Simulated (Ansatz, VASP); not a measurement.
One calculation of Ge, two programs

Contents of INCAR:

```
SYSTEM = Ge
  PREC = Accurate
  ENCUT = 520
  EDIFF = 1E-6
  ISMEAR = 0
  SIGMA = 0.15
  LREAL = .FALSE.
  LASPH = .TRUE.
  NELM = 100
  ALGO = Normal
  ISIF = 2
  LWAVE = .FALSE.
  LCHARG = .TRUE.
  GGA = PE
  LELF = .TRUE.
  LVHAR = .TRUE.
  NBANDS = 13
```

The input KPOINTS:

```
regular mesh
0
G
  14 14 12
  0 0 0
```

The input POSCAR:

```
Ge
1.0
    1.4085596751     -2.5592452137      0.0000000000
    1.4085596751      2.5592452137      0.0000000000
    0.0000000000      0.0000000000      2.6877131855
Ge
1
Direct
    0.5000000000      0.5000000000      0.0000000000
```

Input for Ansatz:

```yaml
crystal:
  lattice:
    - [1.4085596751, -2.5592452137, 0.0]
    - [1.4085596751, 2.5592452137, 0.0]
    - [0.0, 0.0, 2.6877131855]
  atoms:
    - { symbol: Ge, position: [0.5, 0.5, 0.0] }
basis:
  ecutwfc: 420
kpoints:
  mp_grid: { grid: [14, 14, 12] }
hamiltonian:
  xc: pbe
scf:
  occupations: { method: gaussian, width: 0.15 }
output:
  forces: true
  stress: true
  eigenvalues: true
```

This isn't the form of Ge at room conditions, which is diamond.

Alike in both runs: task single point; functional PBE; k mesh 14 × 14 × 12; occupations gaussian, width 0.15 eV; no spin polarisation.

|  | VASP | Ansatz |
| --- | --- | --- |
| version | VASP 6.6.1 | Ansatz 0.2.0 |
| potentials or method | VASP PAW PBE potentials, release 64 (Ge_d) | scalar-relativistic, plane waves, PAW |
| plane-wave cutoff (eV) | 520 | 420 |
| valence electrons in the cell | 14 | 14 |

```csv
,VASP,Ansatz,Ansatz less VASP
gap on the k mesh at the Fermi level (eV),none,none,-
pressure (GPa),-0.1,0.1,+0.18
largest component of the traceless stress (GPa),2.07,2.06,-0.008
```

A gap of «none» marks a metal or a gap that the smearing closes.
